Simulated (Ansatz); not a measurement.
**Ionic part of the dielectric constant of BN at 35 GPa, mode by mode**

Computed with DFT PBE+D3(BJ), scalar-relativistic, plane waves, PAW (Ansatz). Plane waves to 420 eV; Γ-centred k mesh 12×12×12; fixed occupations. No spin polarisation. Phonons by linear response, acoustic sum rule imposed.

It takes space group R3m (No. 160, trigonal). Conventional cell: a = 2.457 Å, b = 2.457 Å, c = 7.333 Å, α = 90.00°, β = 90.00°, γ = 120.00°. B (site symmetry 3m) is surrounded by 3 N at 1.42 Å. Around N (site symmetry 3m) lie 3 B at 1.42 Å.

Other phases may be more stable at this pressure.

The primitive cell has V = 12.78 Å³ and ε∞,zz = 5.074. Each polar mode adds Δε = (4.92064×10⁷/V)·S/ν² along z, with S its oscillator strength in e²/amu, ν in cm⁻¹ and V in Å³.

Q: From these modes, find each Δε and ε0,zz.
| ν (cm⁻¹) | S_zz (e²/amu) |
| --- | --- |
| 490.5 | 0.5524 |
| 1458.3 | 0.01259 |

A:
```json
{"ν (cm⁻¹)": "490.5", "Δε": "8.84"}
{"ν (cm⁻¹)": "1458.3", "Δε": "0.02"}
```

The sum is 8.865, so ε0,zz = 13.94; the run's tensor has 13.94.

Q: Where do the longitudinal modes lie for a wave vector along z?

A: At 811, 1463 cm⁻¹. The Lyddane–Sachs–Teller product Π(ν_LO/ν_TO)² = 2.75 matches ε0/ε∞ = 2.75.

This form isn't the usual stable structure of the compound at low pressure.

Cost: 1 run of about 0.86 core-minutes, on AMD EPYC 7R43 (Zen 3) (shared hosts).